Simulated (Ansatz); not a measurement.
System: HgSe (zinc blende type), 2 atoms in the cell.

```
CELL_PARAMETERS angstrom
0.00000 3.13500 3.13500
3.13500 0.00000 3.13500
3.13500 3.13500 0.00000
ATOMIC_POSITIONS crystal
Hg 0.00000 0.00000 0.00000
Se 0.25000 0.25000 0.25000
```

Code and potentials: Ansatz all-electron PAW datasets made for this crystal, 240 eV. Settings: k-mesh 6×6×6 Γ-centred; Fermi–Dirac smearing of 0.02 eV; no spin polarisation; no spin–orbit coupling. For HSE06: exchange singularity: regularized.

Plain PBE gives:

| Quantity | Value |
| --- | --- |
| Pressure | -0.16 GPa |

Task: What changes under HSE06 (290 eV)?

Result: The pressure decreases by 1.80 GPa to -1.96 GPa.

Task: What changes under r²SCAN (260 eV)?

Result: The pressure falls by 1.692 GPa to -1.856 GPa.

The stress includes the program's correction for the finite plane-wave basis.

The k-mesh is modest, so these values aren't fully converged in k.
